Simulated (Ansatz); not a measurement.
**Convergence notes, G0W0 on KCl (zincblende)**

KCl built on the zincblende prototype, relaxed with r2SCAN; one-shot G0W0 in Ansatz without spin-orbit coupling. Simulation only: spin-unpolarised, and no claim that this is the phase found in nature.

```
K Cl
1.0
     0.00000    3.50728    3.50728
     3.50728    0.00000    3.50728
     3.50728    3.50728    0.00000
K Cl
1 1
Direct
  0.00000 0.00000 0.00000
  0.25000 0.25000 0.25000
```

Gaps are read over the mesh points alone. G0W0 here is at a finite number of bands, screening cutoff and k mesh, not at the basis limit.
```tsv
start	potentials	frequency model	mesh	empty bands	screening cutoff (eV)	Kohn-Sham gap (eV)	G0W0 gap (eV)
PBE	PAW	contour deformation	4×4×4	195	100	4.78	7.67
PBE	PAW	contour deformation	4×4×4	473	180	4.78	7.85
HSE06	PAW	contour deformation	4×4×4	473	180	6.02	8.46
r2SCAN	PAW	contour deformation	4×4×4	473	180	5.35	8.19
PBE0	PAW	contour deformation	4×4×4	473	180	6.77	8.68
PBE	PAW	Godby-Needs pole	4×4×4	473	180	4.78	7.83
PBE	PAW	contour deformation	6×6×6	140	80	4.78	7.59
PBE	norm-conserving	contour deformation	4×4×4	473	180	4.78	7.86
```

Over the mesh points the PBE gap of 4.78 eV becomes a quasiparticle gap of 7.85 eV (Γ–K (0.67 of the way from Γ) to Γ), a change of +3.07 eV. Renormalisation factors Z lie between 0.80 and 0.89.

Raising bands and cutoff together moves the gap by +0.18 eV (100 to 180 eV); the last step is still large, so the basis limit isn't reached. Starting from HSE06 (6.02 eV against PBE's 4.78 eV) gives 8.46 eV, +0.61 eV from G0W0@PBE at the same screening cutoff. Starting from r2SCAN (5.35 eV against PBE's 4.78 eV) gives 8.19 eV, +0.34 eV from G0W0@PBE at the same screening cutoff. Starting from PBE0 (6.77 eV against PBE's 4.78 eV) gives 8.68 eV, +0.83 eV from G0W0@PBE at the same screening cutoff. The Godby-Needs plasmon pole differs from contour deformation by -0.02 eV. Norm-conserving potentials (wave cutoff 850 eV against 420 eV) shift the quasiparticle gap by +0.01 eV and the PBE gap by 0.00 eV. r2SCAN runs take a wave cutoff of 500 eV.
